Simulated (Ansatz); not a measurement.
## GeSO (1T monolayer (Janus)): converging the G0W0 gap

How do accuracy and time trade against each other in G0W0 on GeSO (1T monolayer (Janus))?

Method: G0W0 on LDA, plane waves, PAW; PAW set soft_1, in Ansatz 0.2.0.

### Step 1. Set-up

The cell holds 3 atoms: 1 Ge, 1 O and 1 S. Its edges and angles: a = 3.124 Å, b = 3.124 Å, c = 27.900 Å, α = 90.0°, β = 90.0°, γ = 120.0°. Vacuum lies along c.

The structure was relaxed with LDA. The runs that relaxed it are not among those shown. The Coulomb interaction is cut off across the vacuum.

### Step 2. 75 empty bands, screening to 27 eV

Now the one-shot GW correction: screening in the RPA, then the self-energy of the levels asked for. This step takes PAW set soft_1 files.

The input, input.yaml:

```yaml
crystal:
  lattice:
    - [3.1242280959, 0.0, 0.0]
    - [-1.5621140479, 2.7056608982, 0.0]
    - [0.0, 0.0, 27.9]
  atoms:
    - { symbol: Ge, position: [0.0, 0.0, 0.5092491062] }
    - { symbol: O, position: [0.3333333333, 0.6666666667, 0.5417298871] }
    - { symbol: S, position: [0.6666666667, 0.3333333333, 0.4582701129] }
  periodic: [true, true, false]
kpoints:
  mp_grid: { grid: [6, 6, 1] }
hamiltonian:
  xc: lda
  pseudopotentials: { kind: paw, azcp: { folder: soft_1 }, xc_functional: pbe }
scf:
  occupations: { method: fixed }
gw:
  n_empty_bands: 75
  ecut_chi: 27.0
  qp_bands: [v2, c2]
  qp_kpoints: band_edges
  screening: { model: contour_deformation }
```

The run is started by

```console
$ ansatz run input.yaml --threads 4 --pin off --max-ram 17510MiB --backend cpu --events-out ev --progress --plain --runs-dir out
```

Numbers of over 12 decimals in the logs are rounded to 6 here.

The log of the run:

```text
Engine: ansatz 0.2.0, aarch64-unknown-linux-gnu
Pseudopotentials: kind: paw
Pseudopotential: Ge, paw, valence charge 14, recommended cutoff 420 eV (normal), soft_1/Ge.paw.azcp
Pseudopotential: O, paw, valence charge 6, recommended cutoff 420 eV (normal), soft_1/O.paw.azcp
Pseudopotential: S, paw, valence charge 6, recommended cutoff 420 eV (normal), soft_1/S.paw.azcp
Functional definition: SPW92
  exchange = slater_x
  correlation = pw_c
Crystal: 3 atoms, lattice volume = 235.842 Å³
Basis set: ecut = 420 eV, 4569 PW (Γ)
Bands: 17, of which v1, the nominal top of the filled ones, is band 13 counted from 1 (12 counted from 0)
Symmetry: 6 space group operations
Space group: P3m1 (ITA 156), of the structure as read, at distance tolerance 6.2e-5 Å
k-points: 7 of 36 (time reversal used)
Non-local potential: Ge, projectors of the file, l = 0: 2, l = 1: 2, l = 2: 3, l = 3: 1
Non-local potential: O, projectors of the file, l = 0: 2, l = 1: 2, l = 2: 1
Non-local potential: S, projectors of the file, l = 0: 2, l = 1: 2, l = 2: 1
PAW form: soft (Blöchl's): semilocal exchange-correlation on the pseudo side does not see the compensation charge
PAW frozen core: Ge, regenerated for the run's functional, and the local potential with it (the file was generated under x = pbe(κ = 0.804, μ = 0.219515), c = pbe(β = 0.066725))
PAW frozen core: O, regenerated for the run's functional, and the local potential with it (the file was generated under x = pbe(κ = 0.804, μ = 0.219515), c = pbe(β = 0.066725))
PAW frozen core: S, regenerated for the run's functional, and the local potential with it (the file was generated under x = pbe(κ = 0.804, μ = 0.219515), c = pbe(β = 0.066725))
PAW one-centre angular grid: Ge, 590 points (default); XC on 64 Gauss nodes
PAW one-centre angular grid: O, 110 points (default); XC on 64 Gauss nodes
PAW one-centre angular grid: S, 110 points (default); XC on 64 Gauss nodes
Initial density: superposition of atomic densities (neutral atoms: chi_scale 0, normalization atom)
Initial wavefunctions: pseudopotential atomic-orbital guess
Functional: x = slater, c = lda
SCF iter   1: F=—  HF=-5641.154693 eV  |F-HF|=—  |Δ(HF+E_count)|=         —  Δρ=4.61e-2  dr2=5.14e0  ethr=3.10e-3  ⟨swp⟩=8.0  Hψ=749  notcnv=0  defer=13
preconditioner: auto → none  [insulator: Δε(μ)=1.008 eV  Ē_g=19.214 eV  n_scr=16 (ndim 8)  ℏωp=12.3 eV  f_vac=0.783  ε∞_Penn≈1.4]
SCF iter   2: F=—  HF=-5641.392551 eV  |F-HF|=—  |Δ(HF+E_count)|=   2.38e-1  Δρ=5.40e-2  dr2=1.25e1  ethr=3.10e-3  ⟨swp⟩=6.1  Hψ=460  notcnv=0  defer=14  recentre
SCF iter   3: F=—  HF=-5640.245758 eV  |F-HF|=—  |Δ(HF+E_count)|=    1.15e0  Δρ=2.26e-2  dr2=2.88e0  ethr=3.10e-3  ⟨swp⟩=6.3  Hψ=417  notcnv=0  defer=13
SCF iter   4: F=—  HF=-5639.831983 eV  |F-HF|=—  |Δ(HF+E_count)|=   4.14e-1  Δρ=9.28e-3  dr2=9.05e-2  ethr=3.10e-3  ⟨swp⟩=4.1  Hψ=246  notcnv=0  defer=14
SCF iter   5: F=—  HF=-5639.826845 eV  |F-HF|=—  |Δ(HF+E_count)|=   5.14e-3  Δρ=4.32e-3  dr2=3.88e-2  ethr=3.48e-4  ⟨swp⟩=3.3  Hψ=300  notcnv=0  defer=14
SCF iter   6: F=—  HF=-5639.820456 eV  |F-HF|=—  |Δ(HF+E_count)|=   6.39e-3  Δρ=6.32e-4  dr2=4.61e-4  ethr=1.49e-4  ⟨swp⟩=2.9  Hψ=205  notcnv=0  defer=14
SCF iter   7: F=—  HF=-5639.820516 eV  |F-HF|=—  |Δ(HF+E_count)|=   5.96e-5  Δρ=1.68e-4  dr2=8.13e-5  ethr=1.77e-6  ⟨swp⟩=3.4  Hψ=294  notcnv=0  defer=14
SCF iter   8: F=—  HF=-5639.820502 eV  |F-HF|=—  |Δ(HF+E_count)|=   1.35e-5  Δρ=3.78e-5  dr2=1.22e-6  ethr=3.13e-7  ⟨swp⟩=2.9  Hψ=182  notcnv=0  defer=14
SCF iter   9: F=—  HF=-5639.820503 eV  |F-HF|=—  |Δ(HF+E_count)|=   3.66e-7  Δρ=8.35e-6  dr2=2.18e-7  ethr=4.71e-9  ⟨swp⟩=3.9  Hψ=287  notcnv=0  defer=14
SCF iter  10: F=-5639.820503 eV  HF=-5639.820503 eV  |F-HF|=1.35e-8  |Δ(HF+E_count)|=   5.65e-8  Δρ=2.44e-6  dr2=1.41e-8  ethr=3.85e-10  ⟨swp⟩=18.1  Hψ=937  notcnv=0
SCF 1 converged in 10 iterations: F = -5639.820503 eV  dr2 = 1.41e-8
  greatest PAW one-centre occupation: 0.999 electrons in one spin orbital (limit 2), on the Ge atom at site 0 (counted from 0), in its partial waves of l = 2
NSCF: frozen V_eff on 7 k-points
G₀W₀ screening: q 1/7
[... further progress lines ...]
SCF converged after 10 iterations
Free energy (F): -5639.820503 eV
Harris-Foulkes:  -5639.820503 eV  (|F-HF|=1.35e-8)
Internal energy: -5639.820503 eV  (E = F + TS)
E sigma→0 (E₀):  -5639.820503 eV
Fermi energy:    -6.071167 eV
--- Per-component energies (eV) ---
  E_band       = -530.252812
  E_kinetic    = 368.572312
  E_local      = -45205.396285  (includes V_loc(G=0)·N_el)
  E_nonlocal   = 317.102325
  E_hartree    = 22294.544009
  E_xc         = -229.197358
  E_vxc        = -238.348859  (∫ρ·V_xc dr)
  E_paw        = -2669.591480  (= ΣΔE_a)
  E_vpaw       = -361.271021  (= ΣTr[D̂ρ^β])
  E_aug_tail   = 0.000781  (compensation charges beyond the density's cutoff)
  E_ewald      = 19481.986748
  E_core_change = 2.158446  (= ΣΔE_core)
  E_smearing   = -0.000000  (= −TS)
  E_closure    = -0.000000  (closes the sum)
  Σ components = -5639.820503   (vs F -5639.820503, Δ=0.00e0)
--- Band table (eV; the first three rows and the last of 7) ---
  k-point 0: bands = [... 9 lower, -9.7935, -8.5481, -6.0712, -6.0712, -5.6180, -1.0381 (-1.0385°), -0.7074, 0.0095]
  k-point 1: bands = [... 9 lower, -10.1641, -8.3856, -8.1340, -6.4659, -4.5145, -1.6118 (-1.6118°), -0.3688, 0.5802]
  k-point 2: bands = [... 9 lower, -10.8220, -9.8896, -8.1123, -7.0512, -4.5910, -1.6205, 0.0154, 1.5342]
  k-point 6: bands = [... 9 lower, -11.8518, -11.4266, -8.4780, -7.8250, -3.7688, -0.6089, 0.6932, 1.5660]
  ° read free of the cell's end (the report's vacuum.weakly_bound_levels)
--- G₀W₀: contour deformation, 7 samples at zero and on the imaginary axis and 3 off it, 36 q-points, 75 empty bands' worth ---
  eigenvalues of the whole cell's RPA ε∞ on this k-mesh (on a slab, of 1 + 4πα/V) = 1.1326, 4.1276, 4.1276; static W/v taken at q = 0 is 0.471241
  gw.qp_kpoints: band_edges: 5 of 7 stored k-points solved, in 1 pass; an edge of the gap read off the rows below is read off those points alone
    valence top: of the k-points left out ik 4 came nearest to being solved in a further pass, in band 13 (counted from 1, as in the quasiparticle table): it holds the edge there only if its correction is more favourable than any solved in that band by at least 1.462 eV; those differ by 0.250 eV
    conduction bottom: of the k-points left out ik 5 came nearest to being solved in a further pass, in band 14 (counted from 1, as in the quasiparticle table): it holds the edge there only if its correction is more favourable than any solved in that band by at least 1.419 eV; those differ by 0.201 eV
  `?` marks the rows in doubt; gw_qp.tsv's column doubts and the gw_qp event give each row's grounds
    ik  band        ε_KS         Σx   Σc(E_QP)       V_xc       Z   E_QP_lin       E_QP  E_QP is
     0    12     -6.0712   -19.1742     2.2817   -17.0565  0.6106    -5.9157    -5.9071  root
     0    13     -6.0712   -19.1742     2.2817   -17.0565  0.6106    -5.9157    -5.9071  root
     0    14     -5.6180   -11.0501    -2.8308   -15.4011  0.6286    -4.5617    -4.0978  root ?
     0    15     -1.0381    -7.5551    -3.0167   -11.9120  0.6573    -0.0594     0.3020  root ?
     1    12     -8.1340   -21.2905     3.4787   -17.7157  0.5851    -8.2333    -8.2301  root ?
     1    13     -6.4659   -19.4454     2.4191   -17.1505  0.6074    -6.3471    -6.3417  root
     1    14     -4.5145   -12.4633    -3.1034   -17.1672  0.6180    -3.2906    -2.9140  root ?
     1    15     -1.6118    -8.9235    -3.6812   -14.2202  0.6295    -0.3591     0.0036  root ?
     2    12     -8.1123   -22.3996     4.0409   -18.1115  0.5878    -8.3942    -8.3596  root ?
     2    13     -7.0512   -19.9475     2.6870   -17.3191  0.6024    -6.9940    -6.9926  root
     2    14     -4.5910   -12.2301    -3.0941   -16.9945  0.6157    -3.2921    -2.9207  root ?
     2    15     -1.6205    -9.1609    -3.8234   -14.5426  0.6259    -0.4120    -0.0622  root ?
     3    12     -8.0849   -21.1333     3.6016   -17.3292  0.5907    -8.3077    -8.2873  root ?
     3    13     -7.2880   -20.1441     2.7980   -17.3783  0.5994    -7.2563    -7.2558  root ?
     3    14     -5.3738   -12.0009    -2.8107   -16.4149  0.6201    -4.1561    -3.7704  root ?
     3    15     -1.2446    -8.7768    -3.9043   -14.2709  0.6238    -0.0175     0.3451  root ?
     6    12     -8.4780   -23.2534     4.5472   -18.4227  0.5837    -8.8141    -8.7615  root ?
     6    13     -7.8250   -20.2470     3.0302   -17.1304  0.5990    -7.9139    -7.9114  root ?
     6    14     -3.7688   -12.9227    -3.4259   -18.0696  0.6051    -2.3727    -2.0479  root ?
     6    15     -0.6089    -9.0080    -3.8308   -14.4090  0.6485     0.6530     0.9612  root ?
```

Wall time 12 s (4 threads of Arm Neoverse V1, shared host); peak memory 0.69 GiB.

In the SCF lines HF is the Harris–Foulkes energy and dr2 the Hartree energy of the density residual, in eV; the loop may stop once dr2 is under the threshold and the program's other checks hold. Hψ counts applications of the Hamiltonian.

Numbers from this step:

| Quantity | Value |
| --- | --- |
| bands summed | 88 |
| plane waves in the screening matrix | 89 |
| q-points in the mesh | 36 |
| G0W0 gap on the mesh | 1.809 eV |
| k of the valence top | 0, 0, 0 |
| k of the conduction bottom | 0, 0, 0 |
| starting gap on the mesh | 0.4532 eV |
| Z at the valence top | 0.6106 |
| Z at the conduction bottom | 0.6286 |
| least direct G0W0 gap on the computed points | 1.809 eV |

The gap on the mesh goes from 0.45 eV to 1.81 eV, a correction of +1.36 eV. The program marks an edge row as in doubt. Between the two edge states, bare exchange in place of the xc potential would open the gap by 6.47 eV, and correlation takes back 5.11 eV.

### Step 3. 212 empty bands, screening to 54 eV

Bands and screening cutoff are moved together, since each hides the error of the other.

input.yaml, as its differences from that of step 2:

```diff
@@ -18,4 +18,4 @@
 gw:
-  n_empty_bands: 75
-  ecut_chi: 27.0
+  n_empty_bands: 212
+  ecut_chi: 54.0
   qp_bands: [v2, c2]
```

The log of the run:

```text
[...]
Crystal: 3 atoms, lattice volume = 235.842 Å³
Basis set: ecut = 420 eV, 4569 PW (Γ)
Bands: 17, of which v1, the nominal top of the filled ones, is band 13 counted from 1 (12 counted from 0)
Symmetry: 6 space group operations
[...]
k-points: 7 of 36 (time reversal used)
[...]
SCF iter   1: F=—  HF=-5641.154693 eV  |F-HF|=—  |Δ(HF+E_count)|=         —  Δρ=4.61e-2  dr2=5.14e0  ethr=3.10e-3  ⟨swp⟩=8.0  Hψ=749  notcnv=0  defer=13
[...]
SCF iter  10: F=-5639.820503 eV  HF=-5639.820503 eV  |F-HF|=1.35e-8  |Δ(HF+E_count)|=   5.65e-8  Δρ=2.44e-6  dr2=1.41e-8  ethr=3.85e-10  ⟨swp⟩=18.1  Hψ=937  notcnv=0
SCF 1 converged in 10 iterations: F = -5639.820503 eV  dr2 = 1.41e-8
[...]
NSCF: frozen V_eff on 7 k-points
G₀W₀ screening: q 1/7
[... further progress lines ...]
SCF converged after 10 iterations
Free energy (F): -5639.820503 eV
[...]
Internal energy: -5639.820503 eV  (E = F + TS)
E sigma→0 (E₀):  -5639.820503 eV
Fermi energy:    -6.071167 eV
[...]
--- Band table (eV; the first three rows and the last of 7) ---
  k-point 0: bands = [... 9 lower, -9.7935, -8.5481, -6.0712, -6.0712, -5.6180, -1.0381 (-1.0385°), -0.7074, 0.0095]
  k-point 1: bands = [... 9 lower, -10.1641, -8.3856, -8.1340, -6.4659, -4.5145, -1.6118 (-1.6118°), -0.3688, 0.5802]
  k-point 2: bands = [... 9 lower, -10.8220, -9.8896, -8.1123, -7.0512, -4.5910, -1.6205, 0.0154, 1.5342]
  k-point 6: bands = [... 9 lower, -11.8518, -11.4266, -8.4780, -7.8250, -3.7688, -0.6089, 0.6932, 1.5660]
  ° read free of the cell's end (the report's vacuum.weakly_bound_levels)
[...]
0    12     -6.0712   -19.1742     2.0132   -17.0565  0.6057    -6.1797    -6.1757  root
     0    13     -6.0712   -19.1742     2.0132   -17.0565  0.6057    -6.1797    -6.1757  root
     0    14     -5.6180   -11.0501    -3.0385   -15.4011  0.6272    -4.7410    -4.3055  root ?
     0    15     -1.0381    -7.5551    -3.1983   -11.9120  0.6550    -0.2499     0.1204  root ?
     1    12     -8.1340   -21.2905     3.4189   -17.7157  0.5814    -8.2999    -8.2899  root ?
     1    13     -6.4659   -19.4454     2.1859   -17.1505  0.6025    -6.5793    -6.5749  root
     1    14     -4.5145   -12.4633    -3.2595   -17.1672  0.6152    -3.4521    -3.0701  root ?
     1    15     -1.6118    -8.9235    -3.9319   -14.2202  0.6306    -0.6209    -0.2472  root ?
     2    12     -8.1123   -22.3996     4.0643   -18.1115  0.5827    -8.3612    -8.3362  root ?
     2    13     -7.0512   -19.9475     2.4980   -17.3191  0.5974    -7.1881    -7.1815  root ?
     2    14     -4.5910   -12.2301    -3.2718   -16.9945  0.6126    -3.4791    -3.0984  root ?
[...]
6    12     -8.4780   -23.2534     4.6045   -18.4227  0.5782    -8.7298    -8.7042  root ?
     6    13     -7.8250   -20.2470     2.9103   -17.1304  0.5934    -8.0525    -8.0313  root ?
     6    14     -3.7688   -12.9227    -3.5691   -18.0696  0.6010    -2.5256    -2.1910  root ?
     6    15     -0.6089    -9.0080    -4.0338   -14.4090  0.6431     0.4222     0.7583  root ?
```

Wall time 43 s (4 threads); peak memory 1.5 GiB.

This step gave:

```yaml
bands_summed: 225
plane_waves_in_the_screening_matrix: 195
q_points_in_the_mesh: 36
g0w0_gap_on_the_mesh: 1.870 eV
k_of_the_valence_top: 0, 0, 0
k_of_the_conduction_bottom: 0, 0, 0
starting_gap_on_the_mesh: 0.4532 eV
z_at_the_valence_top: 0.6057
z_at_the_conduction_bottom: 0.6272
least_direct_g0w0_gap_on_the_computed_points: 1.870 eV
```

Against the run with 6×6×1 mesh, 75 empty bands, screening to 27 eV, PAW set soft_1 files, the gap moves by +0.06 eV.

### Step 4. 457 empty bands, screening to 90 eV

input.yaml, as its differences from that of step 3:

```diff
@@ -17,5 +17,6 @@
   occupations: { method: fixed }
+  convergence: { dr2_threshold: 1.0e-10 }
 gw:
-  n_empty_bands: 212
-  ecut_chi: 54.0
+  n_empty_bands: 457
+  ecut_chi: 90.0
   qp_bands: [v2, c2]
```

The log of the run:

```text
[...]
Crystal: 3 atoms, lattice volume = 235.842 Å³
Basis set: ecut = 420 eV, 4569 PW (Γ)
Bands: 17, of which v1, the nominal top of the filled ones, is band 13 counted from 1 (12 counted from 0)
Symmetry: 6 space group operations
[...]
k-points: 7 of 36 (time reversal used)
[...]
2    12     -8.1123   -22.3997     3.9683   -18.1115  0.5803    -8.5034    -8.4322  root ?
[...]
6    12     -8.4780   -23.2534     4.5229   -18.4228  0.5735    -8.8486    -8.7857  root ?
     6    13     -7.8250   -20.2471     2.7888   -17.1305  0.5904    -8.2331    -8.1529  root ?
     6    14     -3.7688   -12.9227    -3.7629   -18.0696  0.5991    -2.7301    -2.3849  root ?
     6    15     -0.6089    -9.0081    -4.1828   -14.4090  0.6384     0.2575     0.6093  root ?
[key lines of the parts left out:]
SCF converged after 12 iterations
Free energy (F): -5639.820503 eV
Fermi energy:    -6.071239 eV
```

Elapsed: 3.6 min, on 4 threads; peak memory 3.7 GiB.

This step gave:

| Item | Value |
| --- | --- |
| bands summed | 470 |
| plane waves in the screening matrix | 493 |
| G0W0 gap on the mesh | 1.917 eV |
| k of the valence top | 0, 0, 0 |
| k of the conduction bottom | 0, 0, 0 |
| starting gap on the mesh | 0.4532 eV |
| least direct G0W0 gap on the computed points | 1.917 eV |

Against the run with 6×6×1 mesh, 212 empty bands, screening to 54 eV, PAW set soft_1 files, the gap moves by +0.05 eV.

### Step 5. 840 empty bands, screening to 135 eV

input.yaml, as its differences from that of step 4:

```diff
@@ -17,6 +17,5 @@
   occupations: { method: fixed }
-  convergence: { dr2_threshold: 1.0e-10 }
 gw:
-  n_empty_bands: 457
-  ecut_chi: 90.0
+  n_empty_bands: 840
+  ecut_chi: 135.0
   qp_bands: [v2, c2]
```

The log of the run:

```text
[...]
Crystal: 3 atoms, lattice volume = 235.842 Å³
Basis set: ecut = 420 eV, 4569 PW (Γ)
Bands: 17, of which v1, the nominal top of the filled ones, is band 13 counted from 1 (12 counted from 0)
Symmetry: 6 space group operations
[...]
k-points: 7 of 36 (time reversal used)
[...]
1    15     -1.6118    -8.9235    -4.2226   -14.2202  0.6282    -0.9290    -0.5378  root ?
[...]
6    12     -8.4780   -23.2534     4.4585   -18.4227  0.5738    -8.9735    -8.8502  root ?
     6    13     -7.8250   -20.2470     2.7272   -17.1304  0.5890    -8.3718    -8.2144  root ?
     6    14     -3.7688   -12.9227    -3.9223   -18.0696  0.5979    -2.8953    -2.5442  root ?
     6    15     -0.6089    -9.0080    -4.2854   -14.4090  0.6369     0.1445     0.5067  root ?
[key lines of the parts left out:]
SCF converged after 10 iterations
Free energy (F): -5639.820503 eV
Fermi energy:    -6.071167 eV
```

Run time: 15 min. Hardware: 4 threads; peak memory 8.3 GiB; 60 min of CPU time.

This step gave:

```yaml
bands_summed: 853
plane_waves_in_the_screening_matrix: 779
g0w0_gap_on_the_mesh: 1.882 eV
k_of_the_valence_top: 0, 0, 0
k_of_the_conduction_bottom: 0, 0, 0
starting_gap_on_the_mesh: 0.4532 eV
least_direct_g0w0_gap_on_the_computed_points: 1.882 eV
```

Against the run with 6×6×1 mesh, 457 empty bands, screening to 90 eV, PAW set soft_1 files, the gap moves by −0.03 eV.

(Continued in part 2 of 2.)

[Paths, hosts, dates, memory and timing lines, banners, echoed tables and standing remarks are left out of the program output.]

[Logs are printed without paths, hosts, clocks, repeated set-up lines and the standing remarks that a program may print on its own settings, such as how far it seeks lower states.]

[Runs of the session that timed out or met a known fault of the program may be left out.]

[Cells called generated may have been cut or substituted from an entry of the Crystallography Open Database or the Materials Project.]

[Hosts, paths, dates, database ids (printed as entryN), source tags and the programs' standing remarks are cut or masked in the printed files.]
